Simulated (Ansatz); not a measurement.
## TaN: energy along a strain

TaN, Fm-3m, a = 4.417 Å. This isn't the usual stable structure of the compound. Ansatz: PBE, PAW, 420 eV, Γ-centred 24×24×24 mesh on 2 atoms, Gaussian smearing 0.15 eV; no spin polarisation. Cell vectors (Å): 0.000 2.209 2.209; 2.209 0.000 2.209; 2.209 2.209 0.000. The cell is strained by x per cent times the pattern (0 1 0 0 0 0) in the order xx yy zz yz xz xy (engineering shears), with fractional coordinates held. y is the free energy over the start, V0 = 10.774 Å³/atom. Points with a strain past 8.5 % were computed too (5) and aren't used here.

| x (%) | y (meV/atom) |
| --- | --- |
| -7.50 | ? |
| -3.75 | 39.14 |
| 0.00 | 0.00 |
| 3.75 | 27.79 |
| 7.50 | 88.58 |

Fit y = c2 x² + c3 x³ to the other rows, get the stiffness along the pattern, and predict the missing energy.

Least squares on the rows shown. y = 2.3801 x² − 0.10739 x³. The clamped-ion stiffness p·C·p = 2 × 23.80 eV × 160.2 / 10.774 Å³ = 708 GPa, which is C22 in these axes (C11 of the cubic crystal). At x = -7.50 the fit asked for gives 179.19 meV/atom. The run gave 183.50 meV/atom, so the fit is 4.31 meV/atom too low, 2.3 % of the span of the series, against an rms of 0.01 meV/atom on the fitted rows. The row lies outside the fitted range. With a term in x⁴ added, a fit to the same known rows (none to spare) predicts 179.38 meV/atom, no real gain.

Spin–orbit coupling is left out, which can shift energies with elements as heavy as these.